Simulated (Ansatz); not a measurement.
Write the native input for Ansatz 0.2.0 that does the following.

| Item | Value |
| --- | --- |
| Task | relaxation of cell and atoms |
| Functional | revPBE |
| Potentials or basis | Ansatz PAW |
| Cutoff | 420 eV (not typed: the program's choice for these potentials) |
| k mesh | 10 × 10 × 10 |
| Occupations | fermi-dirac, width 0.05 eV |
| Spin | no spin polarisation |

Crystal: As.

```xyz
1
Lattice="2.7037 0.0000 0.0000 0.0000 2.7037 0.0000 0.0000 0.0000 2.7037" Properties=species:S:1:pos:R:3 pbc="T T T"
As    1.3518    1.3518    1.3518
```

This isn't the form of As at room conditions, which is rhombohedral.

These files were run (other wordings do the same):

input.yaml

```yaml
crystal:
  lattice:
    - [2.7036817444, 0.0, 0.0]
    - [0.0, 2.7036817444, 0.0]
    - [0.0, 0.0, 2.7036817444]
  atoms:
    - { symbol: As, position: [0.5, 0.5, 0.5] }
hamiltonian:
  xc: revpbe
  pseudopotentials: { kind: paw }
kpoints:
  mp_grid: { grid: [10, 10, 10] }
scf:
  occupations: { method: fermi_dirac, width: 0.05 }
output:
  forces: true
  stress: true
  eigenvalues: true
relax:
  f_tol: 0.01
  max_steps: 40
  cell: { stress_tol: 0.05 }
```

Potentials or basis: Ansatz PAW.

Launch:

```sh
$ ansatz run input.yaml --threads 2 --pin off --max-ram 5632MiB --backend cpu --events-out ev --progress --plain --runs-dir out
```

It gave:

```json
{"Relaxed volume": "20.57 Å³/atom", "Relaxed cell": "a = 2.740 Å, b = 2.740 Å, c = 2.740 Å, α = 90.00°, β = 90.00°, γ = 90.00°", "Space group after relaxing (to 0.05 Å)": "Pm-3m (No. 221)", "Energy gained by relaxing": "8.2 meV/atom", "Ionic steps": "5", "Pressure after relaxing": "0.0 GPa", "Band gap on the k mesh": "none (metal or under the smearing width)"}
```

Caveat: the plane-wave basis is chosen anew once the cell has moved, so the energies of steps on either side of that aren't comparable; the PAW data sets come from PBE, with cores solved anew for the run's functional, which leaves a small shift of forces and pressure.

Run time: 2.2 s on 2 threads of Arm Neoverse V2 (shared host), peak memory 0.28 GiB.
